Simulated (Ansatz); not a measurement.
# WS2: the cost of one run

Program: Ansatz 0.2.0. Level of theory: DFT PBEsol, scalar-relativistic, plane waves, PAW. These are calculated values, not measurements.

1 further run of the same task is left out (set aside as unsound or not needed).

**1. Starting point**

Symmetry: P-6m2, No. 187, hexagonal system. Conventional cell: a = 3.146 Å, b = 3.146 Å, c = 16.953 Å, α = 90.00°, β = 90.00°, γ = 120.00°. W (site symmetry -6m2) is surrounded by 6 S at 2.40 Å. S (site symmetry 3m) is surrounded by 3 W at 2.40 Å.

As a file:

```cif
data_structure
_symmetry_space_group_name_H-M 'P-6m2'
_symmetry_Int_Tables_number 187
_cell_length_a 3.1458
_cell_length_b 3.1458
_cell_length_c 16.9534
_cell_angle_alpha 90.000
_cell_angle_beta 90.000
_cell_angle_gamma 120.000
_cell_volume 145.29
loop_
_atom_site_label
_atom_site_type_symbol
_atom_site_symmetry_multiplicity
_atom_site_Wyckoff_symbol
_atom_site_fract_x
_atom_site_fract_y
_atom_site_fract_z
_atom_site_occupancy
W1 W 1 c 0.33333 0.66667 0.00000 1
S1 S 2 i 0.66667 0.33333 0.90758 1
```

It goes back to an entry of the Materials Project, which need not be the stable form.

This cell was relaxed beforehand with the same method: volume 48.43 Å³/atom, gap on the mesh 1.94 eV.

**2. The reference cell**

Reference values: F = -12029.0546 eV; pressure -0.01 GPa; largest force 0.002 eV/Å; gap on the mesh 1.94 eV. It was computed beforehand with the settings of the runs below.

**3. The disturbance**

All W atoms moved 0.3 Å in one direction. Displacements in the unstrained cell, with the mean shift removed:

| atom | ux (Å) | uy (Å) | uz (Å) |
| --- | --- | --- | --- |
| W1 | 0.041 | 0.175 | 0.088 |
| S2 | -0.020 | -0.087 | -0.044 |
| S3 | -0.020 | -0.087 | -0.044 |

**4. The disturbed cell, one point**

input.yaml

```yaml
crystal:
  lattice:
    - [3.1457762207, 0.0, 0.0]
    - [-1.5728881103, 2.7243221217, 0.0]
    - [0.0, 0.0, 16.9534210371]
  atoms:
    - { symbol: W, position: [0.3783627812, 0.7307788598, 0.0052186135] }
    - { symbol: S, position: [0.6441519427, 0.3012772368, 0.9049668419] }
    - { symbol: S, position: [0.6441519427, 0.3012772368, 0.0898145447] }
basis:
  ecutwfc: 420
kpoints:
  mp_grid: { grid: [12, 12, 2] }
hamiltonian:
  xc: pbesol
scf:
  occupations: { method: gaussian, width: 0.05 }
output:
  forces: true
  stress: true
  eigenvalues: true
```

Command:

```bash
$ ansatz run input.yaml --threads 2 --pin off --max-ram 5120MiB --backend cpu --events-out ev --progress --plain --runs-dir out
```

What time and memory should one allow on 2 threads of Intel Xeon Platinum 8488C (Sapphire Rapids), shared host?

About 11 s, with a peak of 0.65 GiB.
